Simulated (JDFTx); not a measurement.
# Ge (Fd-3m) in JDFTx: settings compared

Aim: see how the results for Ge move with the level of theory and the settings. Levels: TASK, BLYP, GLLB-SC. Tasks: band structure, single point.

Program: JDFTx 1.7.0 (patched build). These are calculated values, not measurements. Logs are shortened: lines on timing, memory, paths and dates and some standing lists are left out, and cuts for length are marked. The log counts tension as positive stress, the text compression.

**The experiment to reproduce.**

From “Electronic and optical properties of SixGe1-x-ySny alloys lattice-matched to Ge”, 2021, arxiv:2109.02782, for a bulk crystal of Ge at 293 K: band gap 0.666 eV (indirect).

The runs below are set against these values where they give the same quantity.

### 1 The crystal as given

Symmetry: Fd-3m, No. 227, cubic system. Conventional cell: a = 5.658 Å, b = 5.658 Å, c = 5.658 Å, α = 90.00°, β = 90.00°, γ = 90.00°. Around Ge (site symmetry -43m) lie 4 Ge at 2.45 Å.

### 2 Band structure, TASK

The input, bands.in:

```
lattice \
    0.0000000000     5.3458651312     5.3458651312 \
    5.3458651312     0.0000000000     5.3458651312 \
    5.3458651312     5.3458651312     0.0000000000
coords-type Cartesian
ion Ge     8.0187976968     8.0187976968     8.0187976968 1
ion Ge     5.3458651312     5.3458651312     5.3458651312 1

ion-species pseudo/Ge.upf
elec-cutoff 40 320
elec-ex-corr mgga-x-task lda-c-pw
elec-smearing Fermi 0.0018374661
elec-n-bands 21
electronic-minimize nIterations 30 energyDiffThreshold 1e-06
davidson-band-ratio 1.3
forces-output-coords Cartesian
include path.kpoints
symmetries none
fix-electron-density run.$VAR

dump-name bands.$VAR
dump End Ecomponents EigStats BandEigs Kpoints Forces
```

The input, path.kpoints:

```
kpoint +0.0000000000 +0.0000000000 +0.0000000000 0.020000000000
kpoint +0.0714285714 +0.0000000000 +0.0714285714 0.020000000000
kpoint +0.1428571429 +0.0000000000 +0.1428571429 0.020000000000
kpoint +0.2142857143 +0.0000000000 +0.2142857143 0.020000000000
kpoint +0.2857142857 +0.0000000000 +0.2857142857 0.020000000000
kpoint +0.3571428571 +0.0000000000 +0.3571428571 0.020000000000
kpoint +0.4285714286 +0.0000000000 +0.4285714286 0.020000000000
kpoint +0.5000000000 +0.0000000000 +0.5000000000 0.020000000000
kpoint +0.5000000000 +0.0833333333 +0.5833333333 0.020000000000
kpoint +0.5000000000 +0.1666666667 +0.6666666667 0.020000000000
kpoint +0.5000000000 +0.2500000000 +0.7500000000 0.020000000000
kpoint +0.4375000000 +0.3125000000 +0.7500000000 0.020000000000
kpoint +0.3750000000 +0.3750000000 +0.7500000000 0.020000000000
kpoint +0.3281250000 +0.3281250000 +0.6562500000 0.020000000000
kpoint +0.2812500000 +0.2812500000 +0.5625000000 0.020000000000
kpoint +0.2343750000 +0.2343750000 +0.4687500000 0.020000000000
kpoint +0.1875000000 +0.1875000000 +0.3750000000 0.020000000000
kpoint +0.1406250000 +0.1406250000 +0.2812500000 0.020000000000
kpoint +0.0937500000 +0.0937500000 +0.1875000000 0.020000000000
kpoint +0.0468750000 +0.0468750000 +0.0937500000 0.020000000000
kpoint +0.0000000000 +0.0000000000 +0.0000000000 0.020000000000
kpoint +0.0833333333 +0.0833333333 +0.0833333333 0.020000000000
kpoint +0.1666666667 +0.1666666667 +0.1666666667 0.020000000000
kpoint +0.2500000000 +0.2500000000 +0.2500000000 0.020000000000
kpoint +0.3333333333 +0.3333333333 +0.3333333333 0.020000000000
kpoint +0.4166666667 +0.4166666667 +0.4166666667 0.020000000000
kpoint +0.5000000000 +0.5000000000 +0.5000000000 0.020000000000
kpoint +0.5250000000 +0.4500000000 +0.5250000000 0.020000000000
kpoint +0.5500000000 +0.4000000000 +0.5500000000 0.020000000000
kpoint +0.5750000000 +0.3500000000 +0.5750000000 0.020000000000
kpoint +0.6000000000 +0.3000000000 +0.6000000000 0.020000000000
kpoint +0.6250000000 +0.2500000000 +0.6250000000 0.020000000000
kpoint +0.5625000000 +0.2500000000 +0.6875000000 0.020000000000
kpoint +0.5000000000 +0.2500000000 +0.7500000000 0.020000000000
kpoint +0.5000000000 +0.2916666667 +0.7083333333 0.020000000000
kpoint +0.5000000000 +0.3333333333 +0.6666666667 0.020000000000
kpoint +0.5000000000 +0.3750000000 +0.6250000000 0.020000000000
kpoint +0.5000000000 +0.4166666667 +0.5833333333 0.020000000000
kpoint +0.5000000000 +0.4583333333 +0.5416666667 0.020000000000
kpoint +0.5000000000 +0.5000000000 +0.5000000000 0.020000000000
kpoint +0.4791666667 +0.4791666667 +0.5416666667 0.020000000000
kpoint +0.4583333333 +0.4583333333 +0.5833333333 0.020000000000
kpoint +0.4375000000 +0.4375000000 +0.6250000000 0.020000000000
kpoint +0.4166666667 +0.4166666667 +0.6666666667 0.020000000000
kpoint +0.3958333333 +0.3958333333 +0.7083333333 0.020000000000
kpoint +0.3750000000 +0.3750000000 +0.7500000000 0.020000000000
kpoint +0.6250000000 +0.2500000000 +0.6250000000 0.020000000000
kpoint +0.5833333333 +0.1666666667 +0.5833333333 0.020000000000
kpoint +0.5416666667 +0.0833333333 +0.5416666667 0.020000000000
kpoint +0.5000000000 +0.0000000000 +0.5000000000 0.020000000000
```

Potentials or basis: SG15-PBE-1.2.

The run is started by

```bash
> jdftx -c 1 -i bands.in -o bands.out
```

What it wrote:

```text
*************** JDFTx 1.7.0 (patched build) ***************

Input parsed successfully to the following command list (including defaults):
[... the input with its defaults ...]

---------- Initializing the Grid ----------
R =
[            0      5.34587      5.34587  ]
[      5.34587            0      5.34587  ]
[      5.34587      5.34587            0  ]
unit cell volume = 305.551
G =
[  -0.587668   0.587668   0.587668  ]
[   0.587668  -0.587668   0.587668  ]
[   0.587668   0.587668  -0.587668  ]
Minimum fftbox size, Smin = [  64  64  64  ]
Chosen fftbox size, S = [  64  64  64  ]

---------- Initializing tighter grid for wavefunction operations ----------
R =
[            0      5.34587      5.34587  ]
[      5.34587            0      5.34587  ]
[      5.34587      5.34587            0  ]
unit cell volume = 305.551
G =
[  -0.587668   0.587668   0.587668  ]
[   0.587668  -0.587668   0.587668  ]
[   0.587668   0.587668  -0.587668  ]
Minimum fftbox size, Smin = [  44  44  44  ]
Chosen fftbox size, S = [  48  48  48  ]

---------- Exchange Correlation functional ----------
Initialized LibXC exchange functional 'TASK exchange of Aschebrock and Kuemmel'
Initialized LibXC correlation functional 'Perdew & Wang'

---------- Setting up pseudopotentials ----------
Width of ionic core gaussian charges (only for fluid interactions / plotting) set to 0

Reading pseudopotential file 'pseudo/Ge.upf':
  'Ge' pseudopotential, 'PBE' functional
  Generated using ONCVPSP code by D. R. Hamann
  14 valence electrons, 0 orbitals, 6 projectors, 602 radial grid points, with lMax = 2
  Core radius for overlap checks: 2.38 bohrs.

Initialized 1 species with 2 total atoms.

Folded 50 k-points by 1x1x1 to 50 k-points.

---------- Setting up k-points, bands, fillings ----------
No reducable k-points.
Computing the number of bands and number of electrons
Calculating initial fillings.
nElectrons:  28.000000   nBands: 21   nStates: 50

----- Setting up reduced wavefunction bases (one per k-point) -----
average nbasis = 3693.900 , ideal nbasis = 3692.053

---------- Setting up ewald sum ----------
Optimum gaussian width for ewald sums = 2.427999 bohr.
Real space sum over 1331 unit cells with max indices [  5  5  5  ]
Reciprocal space sum over 2197 terms with max indices [  6  6  6  ]

---------- Allocating electronic variables ----------
Reading n from file 'run.n' ... done
Reading tau from file 'run.tau' ... done
Initializing wave functions:  (No orbitals for LCAO)  bandwidth-limited random numbers

----------- Band structure minimization -------------
Minimization will be done independently for each quantum number.

---- Minimization of quantum number:     0  [ +0.0000000 +0.0000000 +0.0000000 ]  0.040000000 ----
BandDavidson: Iter:   0  Eband: +0.778730022121364
BandDavidson: Iter:   1  Eband: +0.508504319920753  dEband: -2.702257e-01
BandDavidson: Iter:   2  Eband: +0.207003849916387  dEband: -3.015005e-01
BandDavidson: Iter:   3  Eband: +0.067665073295740  dEband: -1.393388e-01
[... 807 lines of inner loops ...]
BandDavidson: Iter:  12  Eband: +0.030879977005032  dEband: -1.747701e-06
BandDavidson: Iter:  13  Eband: +0.030879345570625  dEband: -6.314344e-07
BandDavidson: Converged (dEband<1.000000e-06)
	FillingsUpdate:  mu: +0.394902194  nElectrons: 28.000000
WARNING: these k-points are no uniform mesh, so that mu and the fillings of partly filled bands are only those of these points: take mu from the calculation that made the density or potential.

Dumping 'bands.eigStats' ...
	eMin: -0.512358 at state 13 ( [ +0.328125 +0.328125 -0.343750 ] spin 0 )
	HOMO: +0.393457 at state 0 ( [ +0.000000 +0.000000 +0.000000 ] spin 0 )
	mu  : +0.394902
	LUMO: +0.404093 at state 26 ( [ +0.500000 +0.500000 +0.500000 ] spin 0 )
	eMax: +0.979575 at state 49 ( [ +0.500000 +0.000000 +0.500000 ] spin 0 )
	HOMO-LUMO gap: +0.010637
	Optical gap  : +0.030515 at state 19 ( [ +0.046875 +0.046875 +0.093750 ] spin 0 )
Done!
[note: mu, HOMO and LUMO in a band run belong to the points of the path alone and aren't those of the crystal]
```

It took 3.9 min on 1 thread of Arm Neoverse V2, shared host; peak memory 0.13 GiB.

These settings aren't checked as converged: the numbers below hold their error.

Results:

* Band gap along the path: none (metal or under the smearing width)

Caveat: the k mesh is coarse (spacing up to 0.64 Å⁻¹), so the values aren't converged.

### 3 Band structure, BLYP

The input, bands.in:

```
include Ge.lattice
coords-type Lattice
include Ge.ionpos

ion-species pseudo/Ge.upf
elec-cutoff 39 312
elec-ex-corr gga-x-b88 gga-c-lyp
elec-smearing Fermi 0.0018374661
elec-n-bands 21
electronic-minimize nIterations 30 energyDiffThreshold 1e-06
davidson-band-ratio 1.3
forces-output-coords Cartesian
include path.kpoints
symmetries none
fix-electron-density run.$VAR

dump-name bands.$VAR
dump End Ecomponents EigStats BandEigs Kpoints Forces
```

The input, Ge.lattice:

```
lattice \
    0.0000000000     5.3458651312     5.3458651312 \
    5.3458651312     0.0000000000     5.3458651312 \
    5.3458651312     5.3458651312     0.0000000000
```

The input, Ge.ionpos:

```
ion Ge     0.7500000000     0.7500000000     0.7500000000 1
ion Ge     0.5000000000     0.5000000000     0.5000000000 1
```

path.kpoints is that of step 2.

Potentials or basis: PseudoDojo-SR-PBE-0.5-standard.

The run is started by

```bash
> jdftx -c 1 -i bands.in -o bands.out
```

What it wrote:

```text
*************** JDFTx 1.7.0 (patched build) ***************

Input parsed successfully to the following command list (including defaults):
[... the input with its defaults ...]

---------- Initializing the Grid ----------
R =
[            0      5.34587      5.34587  ]
[      5.34587            0      5.34587  ]
[      5.34587      5.34587            0  ]
unit cell volume = 305.551
G =
[  -0.587668   0.587668   0.587668  ]
[   0.587668  -0.587668   0.587668  ]
[   0.587668   0.587668  -0.587668  ]
Minimum fftbox size, Smin = [  64  64  64  ]
Chosen fftbox size, S = [  64  64  64  ]

---------- Initializing tighter grid for wavefunction operations ----------
R =
[            0      5.34587      5.34587  ]
[      5.34587            0      5.34587  ]
[      5.34587      5.34587            0  ]
unit cell volume = 305.551
G =
[  -0.587668   0.587668   0.587668  ]
[   0.587668  -0.587668   0.587668  ]
[   0.587668   0.587668  -0.587668  ]
Minimum fftbox size, Smin = [  44  44  44  ]
Chosen fftbox size, S = [  48  48  48  ]

---------- Exchange Correlation functional ----------
Initialized LibXC exchange functional 'Becke 88'
Initialized LibXC correlation functional 'Lee, Yang & Parr'

---------- Setting up pseudopotentials ----------
Width of ionic core gaussian charges (only for fluid interactions / plotting) set to 0

Reading pseudopotential file 'pseudo/Ge.upf':
  'Ge' pseudopotential, 'PBE' functional
  Generated using ONCVPSP code by D. R. Hamann
  14 valence electrons, 3 orbitals, 6 projectors, 1001 radial grid points, with lMax = 2
    3D    l: 2   occupation: 10.0   eigenvalue: -1.077154
    4S    l: 0   occupation:  2.0   eigenvalue: -0.431124
    4P    l: 1   occupation:  2.0   eigenvalue: -0.143154
  Core radius for overlap checks: 1.83 bohrs.

Initialized 1 species with 2 total atoms.

Folded 50 k-points by 1x1x1 to 50 k-points.

---------- Setting up k-points, bands, fillings ----------
No reducable k-points.
Computing the number of bands and number of electrons
Calculating initial fillings.
nElectrons:  28.000000   nBands: 21   nStates: 50

----- Setting up reduced wavefunction bases (one per k-point) -----
average nbasis = 3554.480 , ideal nbasis = 3554.470

---------- Setting up ewald sum ----------
Optimum gaussian width for ewald sums = 2.427999 bohr.
Real space sum over 1331 unit cells with max indices [  5  5  5  ]
Reciprocal space sum over 2197 terms with max indices [  6  6  6  ]

---------- Allocating electronic variables ----------
Reading n from file 'run.n' ... done
Initializing wave functions:  linear combination of atomic orbitals
Note: number of bands (21) exceeds available atomic orbitals (18)

----------- Band structure minimization -------------
Minimization will be done independently for each quantum number.

---- Minimization of quantum number:     0  [ +0.0000000 +0.0000000 +0.0000000 ]  0.040000000 ----
BandDavidson: Iter:   0  Eband: +0.012727554314835
BandDavidson: Iter:   1  Eband: -0.017542133888317  dEband: -3.026969e-02
BandDavidson: Iter:   2  Eband: -0.021363465979771  dEband: -3.821332e-03
BandDavidson: Iter:   3  Eband: -0.022568298338522  dEband: -1.204832e-03
[... 672 lines of inner loops ...]
BandDavidson: Iter:   8  Eband: -0.006773345822574  dEband: -1.872764e-06
BandDavidson: Iter:   9  Eband: -0.006774112724142  dEband: -7.669016e-07
BandDavidson: Converged (dEband<1.000000e-06)
	FillingsUpdate:  mu: +0.365917084  nElectrons: 28.000000
WARNING: these k-points are no uniform mesh, so that mu and the fillings of partly filled bands are only those of these points: take mu from the calculation that made the density or potential.

Dumping 'bands.eigStats' ...
	eMin: -0.546064 at state 13 ( [ +0.328125 +0.328125 -0.343750 ] spin 0 )
	HOMO: +0.364651 at state 0 ( [ +0.000000 +0.000000 +0.000000 ] spin 0 )
	mu  : +0.365917
	LUMO: +0.370155 at state 39 ( [ +0.500000 +0.500000 +0.500000 ] spin 0 )
	eMax: +0.866463 at state 13 ( [ +0.328125 +0.328125 -0.343750 ] spin 0 )
	HOMO-LUMO gap: +0.005504
	Optical gap  : +0.034776 at state 19 ( [ +0.046875 +0.046875 +0.093750 ] spin 0 )
Done!
[note: mu, HOMO and LUMO in a band run belong to the points of the path alone and aren't those of the crystal]
```

Wall time 46 s (1 thread of Arm Neoverse V2, shared host); peak memory 0.13 GiB.

What came out:

| Property | Result |
| --- | --- |
| Band gap along the path | none (metal or under the smearing width) |

Levels at the corners of the path, in eV from the Fermi level:
| point | band 12 | band 13 | band 14 | band 15 | band 16 | band 17 |
| --- | --- | --- | --- | --- | --- | --- |
| Γ | -0.26 | -0.02 | -0.02 | -0.02 | 2.58 | 2.58 |
| X | -8.96 | -3.04 | -3.04 | 0.90 | 0.90 | 9.38 |
| W | -8.88 | -3.82 | -3.82 | 4.29 | 4.29 | 4.88 |
| K | -8.38 | -4.24 | -2.61 | 1.28 | 4.15 | 7.18 |
| Γ | -0.26 | -0.02 | -0.02 | -0.02 | 2.58 | 2.58 |
| L | -7.61 | -1.41 | -1.41 | 0.13 | 3.83 | 3.83 |
| U | -8.38 | -4.24 | -2.61 | 1.28 | 4.15 | 7.18 |
| W | -8.88 | -3.82 | -3.82 | 4.29 | 4.29 | 4.88 |
| L | -7.61 | -1.41 | -1.41 | 0.13 | 3.83 | 3.83 |
| K | -8.38 | -4.24 | -2.61 | 1.28 | 4.15 | 7.18 |
| U | -8.38 | -4.24 | -2.61 | 1.28 | 4.15 | 7.18 |
| X | -8.96 | -3.04 | -3.04 | 0.90 | 0.90 | 9.38 |

### 4 Single point, GLLB-SC

The input, Ge.in:

```
lattice Face-Centered Cubic 10.6917302624
coords-type Lattice
ion Ge     0.7500000000     0.7500000000     0.7500000000 1
ion Ge     0.5000000000     0.5000000000     0.5000000000 1

ion-species pseudo/Ge.upf
elec-cutoff 39 312
elec-ex-corr orb-GLLBsc
kpoint-folding 8 8 8
elec-n-bands 21
electronic-SCF nIterations 100 energyDiffThreshold 1e-09 residualThreshold 1e-05
electronic-minimize nIterations 30 energyDiffThreshold 1e-7
converge-empty-states yes
forces-output-coords Cartesian

dump-name run.$VAR
dump End Ecomponents EigStats BandEigs Kpoints Forces
```

Potentials or basis: PseudoDojo-SR-PBE-0.5-standard.

The run is started by

```bash
> jdftx -c 1 -i Ge.in -o Ge.out
```

What it wrote:

```text
*************** JDFTx 1.7.0 (patched build) ***************

Input parsed successfully to the following command list (including defaults):
[... the input with its defaults ...]

---------- Setting up symmetries ----------

Found 48 point-group symmetries of the bravais lattice
Found 48 space-group symmetries with basis
Applied RMS atom displacement 0 bohrs to make symmetries exact.

---------- Initializing the Grid ----------
R =
[            0      5.34587      5.34587  ]
[      5.34587            0      5.34587  ]
[      5.34587      5.34587            0  ]
unit cell volume = 305.551
G =
[  -0.587668   0.587668   0.587668  ]
[   0.587668  -0.587668   0.587668  ]
[   0.587668   0.587668  -0.587668  ]
Minimum fftbox size, Smin = [  64  64  64  ]
Chosen fftbox size, S = [  64  64  64  ]

---------- Initializing tighter grid for wavefunction operations ----------
R =
[            0      5.34587      5.34587  ]
[      5.34587            0      5.34587  ]
[      5.34587      5.34587            0  ]
unit cell volume = 305.551
G =
[  -0.587668   0.587668   0.587668  ]
[   0.587668  -0.587668   0.587668  ]
[   0.587668   0.587668  -0.587668  ]
Minimum fftbox size, Smin = [  44  44  44  ]
Chosen fftbox size, S = [  48  48  48  ]

---------- Exchange Correlation functional ----------
[... 62 lines left out ...]
SCF: Cycle:  7   Etot~: -154.598223938539547   dEtot~: -5.958e-04   |Residual|: 4.047e-04   |deigs|: 2.350e-03
SCF: Cycle:  8   Etot~: -154.598208380976132   dEtot~: +1.556e-05   |Residual|: 1.709e-04   |deigs|: 2.916e-04
SCF: Cycle:  9   Etot~: -154.598186954531002   dEtot~: +2.143e-05   |Residual|: 2.394e-04   |deigs|: 3.825e-05
[... 9 lines left out ...]
SCF: Cycle: 19   Etot~: -154.598221493269023   dEtot~: +7.084e-07   |Residual|: 3.240e-05   |deigs|: 7.420e-06
SCF: Cycle: 20   Etot~: -154.598221224028578   dEtot~: +2.692e-07   |Residual|: 3.152e-05   |deigs|: 5.571e-06
SCF: Cycle: 21   Etot~: -154.598218733409539   dEtot~: +2.491e-06   |Residual|: 4.051e-05   |deigs|: 8.887e-06
SCF: Cycle: 22   Etot~: -154.598218810038844   dEtot~: -7.663e-08   |Residual|: 3.951e-05   |deigs|: 6.263e-06
SCF: Cycle: 23   Etot~: -154.598216216865922   dEtot~: +2.593e-06   |Residual|: 5.051e-05   |deigs|: 1.424e-05
SCF: Cycle: 24   Etot~: -154.598215884235941   dEtot~: +3.326e-07   |Residual|: 1.324e-05   |deigs|: 3.181e-05
SCF: Cycle: 25   Etot~: -154.598221701109537   dEtot~: -5.817e-06   |Residual|: 2.185e-05   |deigs|: 3.886e-06
SCF: Cycle: 26   Etot~: -154.598220362626023   dEtot~: +1.338e-06   |Residual|: 1.118e-05   |deigs|: 1.331e-05
SCF: Cycle: 27   Etot~: -154.598219704978106   dEtot~: +6.576e-07   |Residual|: 4.109e-06   |deigs|: 2.224e-06
SCF: Cycle: 28   Etot~: -154.598219705232708   dEtot~: -2.546e-10   |Residual|: 1.133e-06   |deigs|: 2.745e-06
SCF: Converged (|Residual|<1.000000e-05 for 2 iters).

Setting wave functions to eigenvectors of Hamiltonian
Converging empty states (this may take a while): |deigs|: 1.661e-04

# Ionic positions in lattice coordinates:
ion Ge   0.750000000000000   0.750000000000000   0.750000000000000 1
ion Ge   0.500000000000000   0.500000000000000   0.500000000000000 1

# Forces in Cartesian coordinates:
force Ge   0.000000000000000   0.000000000000000  -0.000000000000000 1
force Ge   0.000000000000000   0.000000000000000  -0.000000000000000 1

# Energy components:
   Eewald =      -98.7503791004548077
       EH =       54.6514581296329993
     Eloc =     -130.5719756866598118
      Enl =      -90.5991680238633847
      Exc =      -19.3618068662391138
       KE =      130.0336518423514178
-------------------------------------
     Etot =     -154.5982197052327081

IonicMinimize: Iter:   0  Etot: -154.598219705232708  |grad|_K:        nan
IonicMinimize: None of the convergence criteria satisfied after 0 iterations.

#--- Lowdin population analysis ---
# oxidation-state Ge +0.034 +0.034

Dumping 'run.eigStats' ...
	eMin: -0.599766 at state 19 ( [ +0.000000 +0.375000 -0.375000 ] spin 0 )
	HOMO: +0.321975 at state 0 ( [ +0.000000 +0.000000 +0.000000 ] spin 0 )
	mu  : +0.320627
	LUMO: +0.321308 at state 4 ( [ +0.000000 +0.000000 +0.500000 ] spin 0 )
	eMax: +0.813516 at state 19 ( [ +0.000000 +0.375000 -0.375000 ] spin 0 )
	HOMO-LUMO gap: -0.000667
	Optical gap  : +0.000000 at state 0 ( [ +0.000000 +0.000000 +0.000000 ] spin 0 )
Done!
[note: without smearing the FillingsUpdate lines are those of the first guess, not of the final state]
[note: this functional has no energy, so the totals, forces and stress in the log carry no meaning]
```

Run time: 3.9 min. Hardware: 1 thread of Arm Neoverse V2, shared host; peak memory 0.15 GiB.

The run converged, but a check on its numbers failed (symmetry, net force, bounds or a known fault of this set-up), so they aren't taken as properties of the crystal.

Caveat: the gap lacks the derivative discontinuity; fixed occupations don't suit a crystal whose bands overlap; a model potential gives levels but no total energy.

### 5 Comparison with measurements

Step 3. A measured gap of Ge is 0.666 eV (indirect; 293 K; “Electronic and optical properties of SixGe1-x-ySny alloys lattice-matched to Ge”, 2021, arxiv:2109.02782); the calculated 0.00 eV misses it by -0.67 eV. 3 values of this kind are on record (0.666 to 0.807 eV); this one was drawn at random among those near their median. Spin-orbit coupling on Ge is left out. The value is that of BLYP, without temperature or zero-point motion. Semilocal functionals fall short of measured gaps as a rule.
